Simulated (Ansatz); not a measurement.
# AlN: the cost of one run

Computed with Ansatz 0.2.0 (DFT LDA, scalar-relativistic, plane waves, PAW, unless a step's input says otherwise).

3 further runs of the same task are left out: 3 set aside as unsound or not needed.

### Step 1. The starting structure

The structure is hexagonal, space group P6_3/mmc (No. 194). Conventional cell: a = 3.276 Å, b = 3.276 Å, c = 4.101 Å, α = 90.00°, β = 90.00°, γ = 120.00°. Around Al (site symmetry -6m2) lie 5 N at 1.89 to 2.05 Å. Around N (site symmetry -6m2) lie 5 Al at 1.89 to 2.05 Å.

Structure file:

```
CELL_PARAMETERS angstrom
3.27586 0.00000 0.00000
-1.63793 2.83698 0.00000
0.00000 0.00000 4.10069
ATOMIC_POSITIONS crystal
Al 0.33333 0.66667 0.75000
Al 0.66667 0.33333 0.25000
N 0.33333 0.66667 0.25000
N 0.66667 0.33333 0.75000
```

It goes back to an entry of the Materials Project, which need not be the stable form.

This cell was relaxed beforehand with the same method: volume 9.53 Å³/atom, gap on the mesh 3.62 eV.

### Step 2. Plan of the line

The energy is mapped over two normal modes frozen in (zone-centre modes of the cell shown).

First coordinate, amplitude of mode 4 (287 cm⁻¹), largest displacement: 11 values from −0.216 Å. Second coordinate, amplitude of mode 10 (687 cm⁻¹), largest displacement: 11 values from −0.078 Å.

Nothing else is relaxed (the cell and all other modes fixed). Energies count from the relaxed high-symmetry cell. Points are written as (first, second).

The modes come from a phonon run on the reference cell, made beforehand.

The patterns, per unit of each coordinate (Å):

```
atom     x1     y1      z1     x2     y2      z2
 Al1  0.000  0.000  -0.519  0.000  0.000   0.046
 Al2  0.000  0.000  -0.519  0.000  0.000  -0.046
  N3  0.000  0.000   1.000  0.000  0.000   1.000
  N4  0.000  0.000   1.000  0.000  0.000  -1.000
```

### Step 3. Grid point (−0.216 Å, −0.078 Å)

Input file input.yaml:

```yaml
crystal:
  lattice:
    - [3.2758593918, 0.0, 0.0]
    - [-1.6379296959, 2.8369774526, 0.0]
    - [0.0, 0.0, 4.1006874222]
  atoms:
    - { symbol: Al, position: [0.3333333333, 0.6666666667, 0.7764639586] }
    - { symbol: Al, position: [0.6666666667, 0.3333333333, 0.2782257363] }
    - { symbol: "N", position: [0.3333333333, 0.6666666667, 0.1783047036] }
    - { symbol: "N", position: [0.6666666667, 0.3333333333, 0.7163471058] }
basis:
  ecutwfc: 520.0
kpoints:
  mp_grid: { grid: [9, 9, 6] }
hamiltonian:
  xc: lda
  pseudopotentials: { kind: paw, azcp: { folder: soft_1 } }
scf:
  occupations: { method: gaussian, width: 0.05 }
output:
  forces: true
  stress: true
  eigenvalues: true
  write_density: true
  write_potential: true
  elf: true
  volumetric_format: npy
```

On the command line:

```sh
$ ansatz run input.yaml --threads 1 --pin off --max-ram 2048MiB --backend cpu --events-out ev --progress --plain --runs-dir out
```

Q: Estimate wall time and peak memory on 1 thread of AMD EPYC 9R45 (Zen 5), shared host.

About 1.8 s, with a peak of 0.38 GiB.
